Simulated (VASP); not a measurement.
SnSe2:

```
Sn Se
1.0
     3.81100    0.00000    0.00000
    -1.90550    3.30042    0.00000
     0.00000    0.00000    6.13600
Sn Se
1 2
Cartesian
  0.0000 0.0000 0.0000
  1.9055 1.1001 4.6081
  0.0000 2.2003 1.5279
```

```yaml
Program: VASP 6.6.1
Task: relaxation of cell and atoms
Functional: PBE
Dispersion: D3(BJ)
Potentials_or_basis: VASP PAW PBE potentials, release 64 (Sn_d, Se)
Cutoff: 600 eV
k_mesh: 8 × 8 × 4
Occupations: gaussian, width 0.02 eV
Spin: no spin polarisation
```

At the start: pressure 3.3 GPa; volume 25.73 Å³/atom.

Where does the relaxation end?

Over 11 steps the energy falls by 22.6 meV/atom and the volume is 25.57 Å³/atom (-0.6 %); space group P-3m1 (No. 164, to 0.05 Å).

The path:
| step | energy change (eV) | largest force (eV/Å) | pressure (GPa) | volume (Å³) |
| --- | --- | --- | --- | --- |
| 1 | 0.0000 | 0.8174 | 3.32 | 77.18 |
| 2 | -0.0199 | 0.2888 | -2.89 | 83.27 |
| 3 | -0.0517 | 0.1628 | -0.43 | 80.49 |
| 4 | -0.0517 | 0.1747 | -0.36 | 80.42 |
| 5 | -0.0557 | 0.1272 | -0.22 | 79.88 |
| 6 | -0.0576 | 0.0724 | -0.04 | 79.27 |
| 7 | -0.0576 | 0.0628 | -0.02 | 79.17 |
| 8 | -0.0597 | 0.0535 | -0.06 | 78.90 |
| 9 | -0.0645 | 0.0262 | -0.07 | 78.08 |
| 10 | -0.0677 | 0.0259 | 0.00 | 76.42 |
| 11 | -0.0678 | 0.0153 | -0.03 | 76.72 |

Final structure:
```
CELL_PARAMETERS angstrom
3.83929 0.00000 0.00000
-1.91965 3.32493 0.00000
0.00000 0.00000 6.01034
ATOMIC_POSITIONS crystal
Sn 0.00000 0.00000 0.00000
Se 0.66667 0.33333 0.73428
Se 0.33333 0.66667 0.26572
```
